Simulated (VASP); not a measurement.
Wanted: the native input for a VASP 6.6.1 run.

* Task: relaxation of cell and atoms
* Functional: PBEsol
* Potentials or basis: VASP PAW PBE potentials, release 64 (Cd, Se)
* Cutoff: 600 eV
* k mesh: 8 × 8 × 8
* Occupations: gaussian, width 0.03 eV
* Spin: no spin polarisation
* Further INCAR settings: ALGO = Normal; EDIFF = 1e-06; IBRION = 2; EDIFFG = -0.01; NSW = 90; ISIF = 3

The structure of CdSe lies in POSCAR:

```
CdSe
1.0
    0.0000000000      3.0702711986      3.0702711986
    3.0702711986      0.0000000000      3.0702711986
    3.0702711986      3.0702711986      0.0000000000
Cd Se
1 1
Direct
    0.0000000000      0.0000000000      0.0000000000
    0.7500000000      0.7500000000      0.7500000000
```

Measurements of this composition are mostly on another form, of space group No. 186.

The input as run:

INCAR

```
  PREC = Accurate
  ENCUT = 600
  EDIFF = 1E-6
  ISMEAR = 0
  SIGMA = 0.03
  LREAL = F
  LASPH = T
  NELM = 80
  ALGO = Normal
  ISIF = 3
  LWAVE = F
  LCHARG = F
  GGA = PS
  IBRION = 2
  NSW = 90
  EDIFFG = -0.01
```

KPOINTS

```
regular mesh
0
Gamma
  8 8 8
```

Potentials or basis: VASP PAW PBE potentials, release 64 (Cd, Se).

Command:

```sh
$ cat potpaw_PBE.64/Cd/POTCAR potpaw_PBE.64/Se/POTCAR > POTCAR
$ mpirun -np 1 vasp_std > vasp.out
```

Results of the run:

```yaml
Relaxed_volume: 28.27 Å³/atom
Relaxed_cell: a = 4.308 Å, b = 4.308 Å, c = 4.308 Å, α = 60.00°, β = 60.00°, γ = 60.00°
Space_group_after_relaxing_to_0.05_Å: F-43m (No. 216)
Energy_gained_by_relaxing: 2.5 meV/atom
Ionic_steps: 3
Pressure_after_relaxing: 0.0 GPa
Band_gap_on_the_k_mesh: 0.47 eV, direct
```

Caveat: the PAW data sets were made with another functional, which shifts forces and pressure a little.

Wall time 22 s on 1 thread of Intel(R) Xeon(R) 6975P-C (Granite Rapids), with other jobs on the host, peak memory 0.23 GiB.
